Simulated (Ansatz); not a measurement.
# Li: the cost of one run

Program: Ansatz 0.2.0. Level of theory: DFT PBE, scalar-relativistic, plane waves, PAW. These are calculated values, not measurements.

### Step 1. The structure to begin with

Symmetry: Fm-3m, No. 225, cubic system. Conventional cell: a = 4.320 Å, b = 4.320 Å, c = 4.320 Å, α = 90.00°, β = 90.00°, γ = 90.00°. Li (site symmetry m-3m) is surrounded by 12 Li at 3.05 Å.

Coordinates:

```xyz
1
Lattice="0.0000 2.1599 2.1599 2.1599 0.0000 2.1599 2.1599 2.1599 0.0000" Properties=species:S:1:pos:R:3 pbc="T T T"
Li    0.0000    0.0000    0.0000
```

This cell was relaxed beforehand with the same method: volume 20.15 Å³/atom, gap on the mesh none (metal).

### Step 2. The ladder chain

A free-standing chain of the crystal's atoms, periodic along c. Atoms and period relax; energies count from the bulk, -204.6900 eV an atom.

The cell holds 4 Li: a = 11.900 Å, b = 9.300 Å, c = 5.498 Å, α = 90.00°, β = 90.00°, γ = 90.00°.

### Step 3. The relaxation run

Pressure and volume refer to the whole cell with its vacuum; only the period along c may change.

File input.yaml:

```yaml
crystal:
  lattice:
    - [11.9, 0.0, 0.0]
    - [0.0, 9.3, 0.0]
    - [0.0, 0.0, 5.4980861156]
  atoms:
    - { symbol: Li, position: [0.3787186886, 0.5, 0.0], spin: 0.5 }
    - { symbol: Li, position: [0.3787186886, 0.5, 0.5], spin: 0.5 }
    - { symbol: Li, position: [0.6212813114, 0.5, 0.0], spin: 0.5 }
    - { symbol: Li, position: [0.6212813114, 0.5, 0.5], spin: 0.5 }
basis:
  ecutwfc: 420
kpoints:
  mp_grid: { grid: [1, 1, 12] }
hamiltonian:
  xc: pbe
scf:
  occupations: { method: gaussian, width: 0.05 }
output:
  forces: true
  stress: true
  eigenvalues: true
  populations: true
  write_density: true
  write_potential: true
  elf: true
  volumetric_format: npy
magnetization:
  spin_polarized: true
relax:
  adjacent_minimum: "off"
  f_tol: 0.01
  max_steps: 45
  cell: { fix: [a, b, alpha, beta, gamma], stress_tol: 0.03 }
```

Started as:

```console
ansatz run input.yaml --threads 2 --pin off --max-ram 5120MiB --backend cpu --events-out ev --progress --plain --runs-dir out
```

Q: Estimate wall time and peak memory on 2 threads of AMD EPYC 9R45 (Zen 5), shared host.

About 28 s, with a peak of 0.76 GiB.
